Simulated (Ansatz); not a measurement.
ZrO₂

Level of theory: DFT, PBE with spin–orbit coupling, two-component spinors; plane waves to 420 eV with PAW datasets (Ansatz 0.2.0), 6×6×4 k-mesh, Gaussian smearing of 0.05 eV; PAW files: Ansatz's generated set soft_2.

```xyz
6
Lattice="3.6208 0.0000 0.0000 0.0000 3.6208 0.0000 0.0000 0.0000 5.2832" Properties=species:S:1:pos:R:3 pbc="T T T"
Zr    0.0000    0.0000    0.0000
Zr    1.8104    1.8104    2.6416
O     0.0000    1.8104    1.0187
O     0.0000    1.8104    3.6602
O     1.8104    0.0000    1.6229
O     1.8104    0.0000    4.2645
```

The chain of runs began from a cell as deposited in COD, expanded in volume.

The run above is the reference. The same cell was run again with other input settings; several of them aren't fit for production, so the rows show the settings' effect and aren't properties of the material.

| keys changed | outcome | ΔE (meV/atom) | P (GPa) | gap on the mesh (eV) | cell moment (μB) | largest force component (eV/Å) | SCF iterations | rough core-seconds | new warnings |
| --- | --- | --- | --- | --- | --- | --- | --- | --- | --- |
| none (reference) | converged | 0.0 | 0.0 | 4.06 | 0.00 (no moment typed) | 0.002 | – | – | – |
| accuracy: "medium"; kpoints.mp_grid.grid: [6, 6, 4] → [2, 2, 1] | converged | 128.3 | 1.8 | 4.07 | 0.00 (no moment typed) | 0.081 | 8 | 3 | – |
| hamiltonian.hubbard: {"sites": [{"species": "Zr", "l": "d", "u_eff": 6.0}], "double_counting": "fll"}; scf.eigensolver.kind: "davidson" | converged | – | 7.8 | 5.41 | 0.00 (no moment typed) | 0.428 | 8 | 60 | – |
| hamiltonian.xc: "pbe" → "rpbe"; scf.n_extra_bands: 16 | converged | – | 4.4 | 4.10 | 0.00 (no moment typed) | 0.003 | 8 | 22 | – |
| basis.ecutwfc: 420 → "400 eV" | converged | 5.9 | 0.0 | 4.06 | 0.00 (no moment typed) | 0.002 | 8 | 30 | cutoff below recommended |
| basis.xc_grid: 1; hamiltonian.hubbard: {"sites": [{"species": "Zr", "l": "d", "u_eff": 8.0}], "double_counting": "amf"}; basis.ecutrho_ratio: 4 → 8 | converged | – | 0.0 | 4.60 | 0.00 (no moment typed) | 0.148 | 8 | 40 | – |
| basis.ecutrho_ratio: 4 → 8 | converged | 0.0 | 0.0 | 4.06 | 0.00 (no moment typed) | 0.002 | 8 | 22 | – |
| scf.lower_state_search: "light"; scf.algorithm: "direct_min" | converged | 0.0 | 0.0 | 4.06 | 0.00 (no moment typed) | 0.002 | 7 | 120 | – |

These changes also left energy (to 0.1 meV/atom), pressure, gap, moment and forces as in the reference: scf.algorithm: "direct_min".

ΔE is the energy with the smearing extrapolated to zero. It is left out where the change alters the Hamiltonian or the spin treatment. The varied runs start from atomic densities (corrected by the program's trained start where that serves), with the default search for lower states unless a row changes it.

Problem. What happens with these changes: scf.occupations.method: "gaussian" → "cold"; scf.occupations.width: 0.05 → 0.15; hamiltonian.hubbard: {"sites": [{"species": "Zr", "l": "d", "u_eff": 5.0}], "double_counting": "fll"}?

Solution. outcome converged, P (GPa) 6.3, gap on the mesh (eV) 5.15, cell moment (μB) 0.00 (no moment typed), largest force component (eV/Å) 0.352, SCF iterations 8, rough core-seconds 40.

Changing scf.algorithm only steers the path to self-consistency, so the energy stays within 0.5 meV/atom.

Of the reference: Kohn–Sham gaps of semilocal functionals lie under measured ones, often by a third or more. The relaxed cell is 4 % larger in volume than the cell of this structure in the Crystallography Open Database (11.13 Å³/atom, 1995).
